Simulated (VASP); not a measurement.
# P (Cmce) in VASP: settings compared

One crystal, P, is run at these levels: HSE06, HSE03, PBE0, PBE; tasks: band structure, G0W0 quasiparticle levels.

Everything below comes from runs of VASP 6.6.1. Logs are shortened: lines on timing, memory, paths and dates and some standing lists are left out, and cuts for length are marked.

## (1) Starting point

It takes space group Cmce (No. 64, orthorhombic). Conventional cell: a = 3.295 Å, b = 10.930 Å, c = 4.544 Å, α = 90.00°, β = 90.00°, γ = 90.00°. P (site symmetry m) is surrounded by 3 P at 2.20 to 2.25 Å.

## (2) Band structure, HSE06

POSCAR reads:

```
P
1.0
    1.6477431241     -5.4650377251      0.0000000000
    1.6477431241      5.4650377251      0.0000000000
    0.0000000000      0.0000000000      4.5436355900
P
4
Direct
    0.9041431300      0.0958568700      0.5888151700
    0.0958568700      0.9041431300      0.4111848300
    0.5958568700      0.4041431300      0.0888151700
    0.4041431300      0.5958568700      0.9111848300
```

INCAR.step1 reads:

```
SYSTEM = P
PREC = Accurate ; ENCUT = 520
EDIFF = 1E-5 ; ISMEAR = 0
SIGMA = 0.02 ; LREAL = .FALSE.
LASPH = .TRUE. ; NELM = 100
ALGO = Normal ; ISIF = 2
LWAVE = .TRUE. ; LCHARG = .FALSE.
NBANDS = 18 ; GGA = PE
KPAR = 4
```

INCAR.step2 reads:

```
SYSTEM = P
PREC = Accurate ; ENCUT = 520
EDIFF = 1E-6 ; ISMEAR = 0
SIGMA = 0.02 ; LREAL = .FALSE.
LASPH = .TRUE. ; NELM = 100
ALGO = Normal ; ISIF = 2
LWAVE = .FALSE. ; LCHARG = .FALSE.
GGA = PE ; LHFCALC = .TRUE.
HFSCREEN = 0.2 ; PRECFOCK = Fast
NBANDS = 18 ; ISTART = 1
KPAR = 4
```

KPOINTS reads:

```
regular mesh
0
G
  6 6 4
  0 0 0
```

KPOINTS_OPT reads:

```
path GXSRAZGYX1A1TY,ZT
10
line-mode
reciprocal
 0.0000000000  0.0000000000  0.0000000000  G
 0.2727265073  0.2727265073  0.0000000000  X

 0.2727265073  0.2727265073  0.0000000000  X
 0.0000000000  0.5000000000  0.0000000000  S

 0.0000000000  0.5000000000  0.0000000000  S
 0.0000000000  0.5000000000  0.5000000000  R

 0.0000000000  0.5000000000  0.5000000000  R
 0.2727265073  0.2727265073  0.5000000000  A

 0.2727265073  0.2727265073  0.5000000000  A
 0.0000000000  0.0000000000  0.5000000000  Z

 0.0000000000  0.0000000000  0.5000000000  Z
 0.0000000000  0.0000000000  0.0000000000  G

 0.0000000000  0.0000000000  0.0000000000  G
-0.5000000000  0.5000000000  0.0000000000  Y

-0.5000000000  0.5000000000  0.0000000000  Y
-0.2727265073  0.7272734927  0.0000000000  X1

-0.2727265073  0.7272734927  0.0000000000  X1
-0.2727265073  0.7272734927  0.5000000000  A1

-0.2727265073  0.7272734927  0.5000000000  A1
-0.5000000000  0.5000000000  0.5000000000  T

-0.5000000000  0.5000000000  0.5000000000  T
-0.5000000000  0.5000000000  0.0000000000  Y

 0.0000000000  0.0000000000  0.5000000000  Z
-0.5000000000  0.5000000000  0.5000000000  T
```

Potentials or basis: VASP PAW PBE potentials, release 64 (P).

Launch:

```bash
$ cat potpaw_PBE.64/P/POTCAR > POTCAR
$ cp INCAR.step1 INCAR
$ mpirun -np 4 vasp_std > vasp.out
$ cp INCAR.step2 INCAR
$ mpirun -np 4 vasp_std > vasp.out
```

OUTCAR:

```text
SYSTEM = P
   PREC = Accurate
   ENCUT = 520
   EDIFF = 1E-6
   ISMEAR = 0
   LREAL = .FALSE.
   LASPH = .TRUE.
   NELM = 100
   ISIF = 2
   GGA = PE
   LHFCALC = .TRUE.
   HFSCREEN = 0.2
   PRECFOCK = Fast
   ISTART = 1

 ion  position               nearest neighbor table
   1  0.904  0.096  0.589-   4 2.20   4 2.20   2 2.25
   2  0.096  0.904  0.411-   3 2.20   3 2.20   1 2.25
   3  0.596  0.404  0.089-   2 2.20   2 2.20   4 2.25
   4  0.404  0.596  0.911-   1 2.20   1 2.20   3 2.25

  LATTYP: Found a base centered orthorhombic cell.
 ALAT       =     3.2954862482
 B/A-ratio  =     3.3166806435
 C/A-ratio  =     1.3787451222

  Lattice vectors:

 A1 = (   1.6477431241,  -5.4650377251,   0.0000000000)
 A2 = (   1.6477431241,   5.4650377251,   0.0000000000)
 A3 = (   0.0000000000,   0.0000000000,   4.5436355900)

Analysis of symmetry for initial positions (statically):
=====================================================================
 Subroutine PRICEL returns:
 Original cell was already a primitive cell.

 Routine SETGRP: Setting up the symmetry group for a
 base centered orthorhombic supercell.

 Subroutine GETGRP returns: Found  8 space group operations
 (whereof  4 operations were pure point group operations)
 out of a pool of  8 trial point group operations.

The static configuration has the point symmetry C_2h.
 The point group associated with its full space group is D_2h.

Analysis of symmetry for dynamics (positions and initial velocities):
=====================================================================
 Subroutine PRICEL returns:
 Original cell was already a primitive cell.

 Routine SETGRP: Setting up the symmetry group for a
 base centered orthorhombic supercell.

 Subroutine GETGRP returns: Found  8 space group operations
 (whereof  4 operations were pure point group operations)
 out of a pool of  8 trial point group operations.

The dynamic configuration has the point symmetry C_2h.
 The point group associated with its full space group is D_2h.

 Subroutine INISYM returns: Found  8 space group operations
 (whereof  4 operations are pure point group operations),
 and found     1 'primitive' translations

----------------------------------------------------------------------------------------

                                     Primitive cell

  volume of cell :      81.8307

  direct lattice vectors                    reciprocal lattice vectors
     1.647743124 -5.465037725  0.000000000     0.303445357 -0.091490677  0.000000000
     1.647743124  5.465037725  0.000000000     0.303445357  0.091490677  0.000000000
     0.000000000  0.000000000  4.543635590     0.000000000  0.000000000  0.220088073

  length of vectors
     5.708037731  5.708037731  4.543635590     0.316937894  0.316937894  0.220088073

  position of ions in fractional coordinates (direct lattice)
     0.904143130  0.095856870  0.588815170
     0.095856870  0.904143130  0.411184830
     0.595856870  0.404143130  0.088815170
     0.404143130  0.595856870  0.911184830

  ion indices of the primitive-cell ions
   primitive index   ion index
                 1           1
                 2           2
                 3           3
                 4           4

----------------------------------------------------------------------------------------

 KPOINTS: regular mesh

Automatic generation of k-mesh.
 Grid dimensions read from file:
 generate k-points for:    6    6    4

 Generating k-lattice:

  Cartesian coordinates                     Fractional coordinates (reciprocal lattice)
     0.050574226 -0.015248446  0.000000000     0.166666667  0.000000000  0.000000000
     0.050574226  0.015248446  0.000000000     0.000000000  0.166666667  0.000000000
     0.000000000  0.000000000  0.055022018     0.000000000  0.000000000  0.250000000

  Length of vectors
     0.052822982  0.052822982  0.055022018

  Shift w.r.t. Gamma in fractional coordinates (k-lattice)
     0.000000000  0.000000000  0.000000000

 Subroutine IBZKPT returns following result:
 ===========================================

 Found     39 irreducible k-points:

 Following reciprocal coordinates:
            Coordinates               Weight
  0.000000  0.000000  0.000000      1.000000
  0.166667  0.000000  0.000000      4.000000
  0.333333  0.000000  0.000000      4.000000
  0.500000  0.000000  0.000000      2.000000
  0.166667  0.166667  0.000000      2.000000
  0.333333  0.166667  0.000000      4.000000
[... 16 lines left out ...]
  0.333333  0.333333  0.250000      4.000000
  0.500000  0.333333  0.250000      8.000000
 [... further k-points ...]
   k-points           NKPTS =     39   k-points in BZ     NKDIM =    144   number of bands    NBANDS=     18
   number of dos      NEDOS =    301   number of ions     NIONS =      4
   total plane-waves  NPLWV =  63504
   dimension x,y,z NGX =    42 NGY =   42 NGZ =   36
   dimension x,y,z NGXF=    84 NGYF=   84 NGZF=   72
   ions per type =               4
   NGX,Y,Z   is equivalent  to a cutoff of  12.23, 12.23, 13.17 a.u.
   NGXF,Y,Z  is equivalent  to a cutoff of  24.46, 24.46, 26.34 a.u.
 SYSTEM =  P
   PREC   = accura    normal or accurate (medium, high low for compatibility)
   ISTART =      1    job   : 0-new  1-cont  2-samecut
   ICHARG =      0    charge: 1-file 2-atom 10-const
   ISPIN  =      1    spin polarized calculation?
   LNONCOLLINEAR =      F non collinear calculations
   LSORBIT =      F    spin-orbit coupling
   LASPH  =      T    aspherical Exc in radial PAW
   ENCUT  =  520.0 eV  38.22 Ry    6.18 a.u.  10.61 10.61  8.45*2*pi/ulx,y,z
   NELM   =    100;   NELMIN=  2; NELMDL=  0     # of ELM steps
   EDIFF  = 0.1E-05   stopping-criterion for ELM
   LREAL  =      F    real-space projection
   EDIFFG = 0.1E-04   stopping-criterion for IOM
   NSW    =      0    number of steps for IOM
   IBRION =     -1    ionic relax: 0-MD 1-quasi-New 2-CG
   NFREE  =      0    steps in history (QN), initial steepest desc. (CG)
   ISIF   =      2    stress and relaxation
   ISYM   =      3    0-nonsym 1-usesym 2-fastsym
   POTIM  = 0.5000    time-step for ionic-motion
   TEBEG  =    0.0;   TEEND  =   0.0 temperature during run
   PSTRESS=    0.0 pullay stress
   NELECT =      20.0000    total number of electrons
   NUPDOWN=      -1.0000    fix difference up-down
   EMIN   =  10.00;   EMAX   =-10.00  energy-range for DOS
   EFERMI =   0.00;   METHOD = LEGACY
   ISMEAR =     0;   SIGMA  =   0.02  broadening in eV -4-tet -1-fermi 0-gaus
   EFERMI_NEDOS =   21; number of points for ismear=-14 and -15
   IALGO  =     38    algorithm
   IMIX   =      1    mixing-type and parameters
     AMIX     =   0.40;   BMIX     =  1.00
     AMIX_MAG =   1.60;   BMIX_MAG =  1.00
  volume/ion in A,a.u.               =      20.46       138.06
  Fermi-wavevector in a.u.,A,eV,Ry     =   1.023559  1.934246 14.254450  1.047673
  Thomas-Fermi vector in A             =   2.157299
   LORBIT       =      0    0 simple, 1 ext, 2 COOP (PROOUT), +10 PAW based schemes
   GGA     = PE    functional components
   LHFCALC =     T    Hartree Fock is set to
   PRECFOCK=fast      Normal, Fast or Accurate (Low or Medium for compatibility)
   ENCUT4O =  -1.0   cutoff for four orbital integrals eV
   NKREDX  =     1    reduce k-point grid by
   NKREDY  =     1    reduce k-point grid by
   NKREDZ  =     1    reduce k-point grid by
   AEXX    =    0.2500 exact exchange contribution
   HFSCREEN=    0.2000 screening length (either q_TF or 0.3 A-1)
   HFSCREENC=   0.2000 screening length for correlation (either q_TF or 0.3 A-1)
   ENCUTFOCK=  -1.0 apply spherical cutoff to Coloumb kernel
   IVDW    =     0    specifies the selected vdW correction
   LEPSILON=     F    determine dielectric tensor
   LRPA    =     F    only Hartree local field effects (RPA)
 non-spin polarized calculation
 Gauss-broadening in eV      SIGMA  =   0.02
  energy-cutoff  :      520.00
  volume of cell :       81.83
 maximum number of plane-waves:      2221
  NGX = 24; NGY = 24; NGZ = 20

 number of electron      20.0000004 magnetization

 Free energy of the ion-electron system (eV)
  ---------------------------------------------------
  ext. energy  EPLUGINS =         0.00000000
  ---------------------------------------------------
  free energy    TOTEN  =       -25.83892676 eV

  energy without entropy =      -25.83892676  energy(sigma->0) =      -25.83892676

 E-fermi :   5.6803     XC(G=0):  -7.8362

 val. band max:        5.5410676642   @ k =   0.5000   0.5000   0.0000
 cond. band min:       6.2507361525   @ k =   0.5000   0.5000   0.0000
 fundamental gap:      0.7096684883
 Fermi energy:         5.6803183329

 k-point     1 :       0.0000    0.0000    0.0000
  band No.  band energies     occupation
      1     -11.9598      2.00000
      2      -8.9231      2.00000
      3      -5.3111      2.00000
      4      -1.9312      2.00000
      5       0.0434      2.00000
      6       0.1057      2.00000
[... 10 lines left out ...]
     17      13.3830      0.00000
     18      13.8908      0.00000

 k-point     2 :       0.1667    0.0000    0.0000
  band No.  band energies     occupation
      1     -11.5845      2.00000
      2      -8.5644      2.00000
      3      -5.5113      2.00000
      4      -1.5960      2.00000
      5      -0.7728      2.00000
      6      -0.3539      2.00000
[... 10 lines left out ...]
     17      11.6164      0.00000
     18      13.3201      0.00000

 k-point     3 :       0.3333    0.0000    0.0000
  band No.  band energies     occupation
      1     -10.4815      2.00000
      2      -7.4891      2.00000
      3      -6.7484      2.00000
      4      -3.2997      2.00000
      5      -1.1778      2.00000
      6      -0.7630      2.00000
[... 10 lines left out ...]
     17      13.1173      0.00000
     18      13.2820      0.00000

 k-point     4 :       0.5000    0.0000    0.0000
  band No.  band energies     occupation
      1      -8.7506      2.00000
      2      -8.7506      2.00000
      3      -5.7094      2.00000
      4      -5.7094      2.00000
      5      -0.5724      2.00000
      6      -0.5724      2.00000
[... 375 lines left out ...]
      4      -2.7791      2.00000
      5      -0.1569      2.00000
      6       1.3104      2.00000
[... 10 lines left out ...]
     17      12.8562      0.00000
     18      13.3621      0.00000

 k-point    23 :       0.3333    0.3333    0.2500
  band No.  band energies     occupation
      1     -10.0658      2.00000
      2      -8.2806      2.00000
      3      -6.2153      2.00000
      4      -3.7228      2.00000
      5      -1.8913      2.00000
      6      -0.7838      2.00000
[... 10 lines left out ...]
     17      12.5272      0.00000
     18      12.8870      0.00000

 k-point    24 :       0.5000    0.3333    0.2500
  band No.  band energies     occupation
      1     -11.1267      2.00000
      2      -9.2521      2.00000
      3      -5.4583      2.00000
      4      -2.9336      2.00000
      5      -0.8344      2.00000
      6       0.4158      2.00000
[... 10 lines left out ...]
     17      11.5387      0.00000
     18      12.7565      0.00000

 [... further k-points ...]

------------------------ aborting loop because EDIFF is reached ----------------------------------------

  FORCE on cell =-STRESS in cart. coord.  units (eV):
  Direction    XX          YY          ZZ          XY          YZ          ZX
  --------------------------------------------------------------------------------------
  -------------------------------------------------------------------------------------
  Total       -0.3206843     -0.4213615     -0.3491914      0.0000000      0.0000000      0.0000000
  in kB       -6.2787349     -8.2499109     -6.8368796      0.0000000      0.0000000      0.0000000
  external PRESSURE =      -7.1218418 kB  Pullay stress =       0.0000000 kB

 VOLUME and BASIS-vectors are now :
 -----------------------------------------------------------------------------
  energy-cutoff  :      520.00
  volume of cell :       81.83
      direct lattice vectors                 reciprocal lattice vectors
     1.647743124 -5.465037725  0.000000000     0.303445357 -0.091490677  0.000000000
     1.647743124  5.465037725  0.000000000     0.303445357  0.091490677  0.000000000
     0.000000000  0.000000000  4.543635590     0.000000000  0.000000000  0.220088073

 POSITION                                       TOTAL-FORCE (eV/Angst)
 -----------------------------------------------------------------------------------
      1.64774     -4.41731      2.67536         0.000000     -0.158795     -0.051249
      1.64774      4.41731      1.86827         0.000000      0.158795      0.051249
      1.64774     -1.04772      0.40354         0.000000      0.158795     -0.051249
      1.64774      1.04772      4.14009         0.000000     -0.158795      0.051249
 -----------------------------------------------------------------------------------
    total drift:                                0.000000      0.000000     -0.000000

  FREE ENERGIE OF THE ION-ELECTRON SYSTEM (eV)
  ---------------------------------------------------
  free  energy   TOTEN  =       -25.8389267641 eV

  energy  without entropy=      -25.8389267641  energy(sigma->0) =      -25.83892676
```

Run time: 77 min. Hardware: 4 MPI ranks of Intel Xeon Platinum 8259CL at 2.50GHz (Skylake/Cascade Lake), shared host; peak memory 0.49 GiB.

Results:

* Free energy: -25.8389 eV
* Pressure: -0.7 GPa
* Largest force: 0.167 eV/Å
* Band gap on the k mesh: 0.71 eV, direct
* Band gap along the path: 0.71 eV, direct

Forces in eV/Å, atoms in the order of the input:
```
P    0.000 -0.159 -0.051
P    0.000  0.159  0.051
P    0.000  0.159 -0.051
P    0.000 -0.159  0.051
```

Stress tensor (GPa, compression positive):
```
-0.63  0.00  0.00
 0.00 -0.82  0.00
 0.00  0.00 -0.68
```

Levels at the corners of the path, in eV from the valence-band top:
| point | band 8 | band 9 | band 10 | band 11 | band 12 | band 13 |
| --- | --- | --- | --- | --- | --- | --- |
| Γ | -3.07 | -2.82 | -1.36 | 1.19 | 1.71 | 2.72 |
| X | -3.79 | -2.93 | -2.65 | 1.36 | 1.48 | 1.88 |
| X | -3.79 | -2.93 | -2.65 | 1.36 | 1.48 | 1.88 |
| S | -3.79 | -2.91 | -2.91 | 1.32 | 1.32 | 2.12 |
| S | -3.79 | -2.91 | -2.91 | 1.32 | 1.32 | 2.12 |
| R | -5.88 | -2.04 | -2.04 | 2.37 | 2.37 | 4.32 |
| R | -5.88 | -2.04 | -2.04 | 2.37 | 2.37 | 4.32 |
| A | -5.27 | -1.94 | -1.94 | 2.48 | 2.48 | 4.15 |
| A | -5.27 | -1.94 | -1.94 | 2.48 | 2.48 | 4.15 |
| Z | -3.59 | -1.82 | -1.82 | 2.17 | 2.17 | 3.76 |
| Z | -3.59 | -1.82 | -1.82 | 2.17 | 2.17 | 3.76 |
| Γ | -3.07 | -2.82 | -1.36 | 1.19 | 1.71 | 2.72 |
| Γ | -3.07 | -2.82 | -1.36 | 1.19 | 1.71 | 2.72 |
| Y | -2.65 | -1.77 | 0.00 | 0.71 | 1.45 | 2.98 |
| Y | -2.65 | -1.77 | 0.00 | 0.71 | 1.45 | 2.98 |
| X1 | -3.79 | -2.93 | -2.65 | 1.36 | 1.48 | 1.88 |
| X1 | -3.79 | -2.93 | -2.65 | 1.36 | 1.48 | 1.88 |
| A1 | -5.27 | -1.94 | -1.94 | 2.48 | 2.48 | 4.15 |
| A1 | -5.27 | -1.94 | -1.94 | 2.48 | 2.48 | 4.15 |
| T | -3.09 | -2.15 | -2.15 | 2.14 | 2.14 | 3.32 |
| T | -3.09 | -2.15 | -2.15 | 2.14 | 2.14 | 3.32 |
| Y | -2.65 | -1.77 | 0.00 | 0.71 | 1.45 | 2.98 |
| Z | -3.59 | -1.82 | -1.82 | 2.17 | 2.17 | 3.76 |
| T | -3.09 | -2.15 | -2.15 | 2.14 | 2.14 | 3.32 |

Caveat: the PAW data sets were made with another functional, which shifts forces and pressure a little.

## (3) Band structure, HSE03

POSCAR is that of step 2.

INCAR.step1 is that of step 2.

INCAR.step2, as its differences from that of step 2:

```diff
@@ -8,3 +8,3 @@
 GGA = PE ; LHFCALC = .TRUE.
-HFSCREEN = 0.2 ; PRECFOCK = Fast
+HFSCREEN = 0.3 ; PRECFOCK = Fast
 NBANDS = 18 ; ISTART = 1
```

KPOINTS is that of step 2.

KPOINTS_OPT is that of step 2.

Potentials or basis: VASP PAW PBE potentials, release 64 (P).

Launch:

```bash
$ cat potpaw_PBE.64/P/POTCAR > POTCAR
$ cp INCAR.step1 INCAR
$ mpirun -np 4 vasp_std > vasp.out
$ cp INCAR.step2 INCAR
$ mpirun -np 4 vasp_std > vasp.out
```

Wall time 67 min (4 MPI ranks of Intel Xeon Platinum 8259CL at 2.50GHz (Skylake/Cascade Lake), shared host); peak memory 0.49 GiB.

It converged, with:

| Property | Result |
| --- | --- |
| Free energy | -24.9369 eV |
| Pressure | -0.5 GPa |
| Largest force | 0.149 eV/Å |
| Band gap on the k mesh | 0.54 eV, direct |
| Band gap along the path | 0.54 eV, direct |

Forces in eV/Å, atoms in the order of the input:
```
P    0.000 -0.132 -0.069
P    0.000  0.132  0.069
P    0.000  0.132 -0.069
P    0.000 -0.132  0.069
```

Stress tensor (GPa, compression positive):
```
-0.37  0.00  0.00
 0.00 -0.61  0.00
 0.00  0.00 -0.45
```

Levels at the corners of the path, in eV from the valence-band top:
```csv
point,band 7,band 8,band 9,band 10,band 11,band 12,band 13,band 14
Γ,-4.41,-3.02,-2.79,-1.33,1.01,1.52,2.52,3.51
X,-4.00,-3.74,-2.88,-2.62,1.17,1.29,1.70,2.46
X,-4.00,-3.74,-2.88,-2.62,1.17,1.29,1.70,2.46
S,-3.73,-3.73,-2.86,-2.86,1.14,1.14,1.93,1.93
S,-3.73,-3.73,-2.86,-2.86,1.14,1.14,1.93,1.93
R,-5.79,-5.79,-2.00,-2.00,2.18,2.18,4.10,4.10
R,-5.79,-5.79,-2.00,-2.00,2.18,2.18,4.10,4.10
A,-5.20,-5.20,-1.90,-1.90,2.28,2.28,3.94,3.94
A,-5.20,-5.20,-1.90,-1.90,2.28,2.28,3.94,3.94
Z,-3.55,-3.55,-1.79,-1.79,1.98,1.98,3.55,3.55
Z,-3.55,-3.55,-1.79,-1.79,1.98,1.98,3.55,3.55
Γ,-4.41,-3.02,-2.79,-1.33,1.01,1.52,2.52,3.51
Γ,-4.41,-3.02,-2.79,-1.33,1.01,1.52,2.52,3.51
Y,-4.51,-2.62,-1.74,0.00,0.54,1.26,2.77,3.39
Y,-4.51,-2.62,-1.74,0.00,0.54,1.26,2.77,3.39
X1,-4.00,-3.74,-2.88,-2.62,1.17,1.29,1.70,2.46
X1,-4.00,-3.74,-2.88,-2.62,1.17,1.29,1.70,2.46
A1,-5.20,-5.20,-1.90,-1.90,2.28,2.28,3.94,3.94
A1,-5.20,-5.20,-1.90,-1.90,2.28,2.28,3.94,3.94
T,-3.04,-3.04,-2.12,-2.12,1.95,1.95,3.12,3.12
T,-3.04,-3.04,-2.12,-2.12,1.95,1.95,3.12,3.12
Y,-4.51,-2.62,-1.74,0.00,0.54,1.26,2.77,3.39
Z,-3.55,-3.55,-1.79,-1.79,1.98,1.98,3.55,3.55
T,-3.04,-3.04,-2.12,-2.12,1.95,1.95,3.12,3.12
```

Caveat: the PAW data sets were made with another functional, which shifts forces and pressure a little.

[end of part 1 of 2]
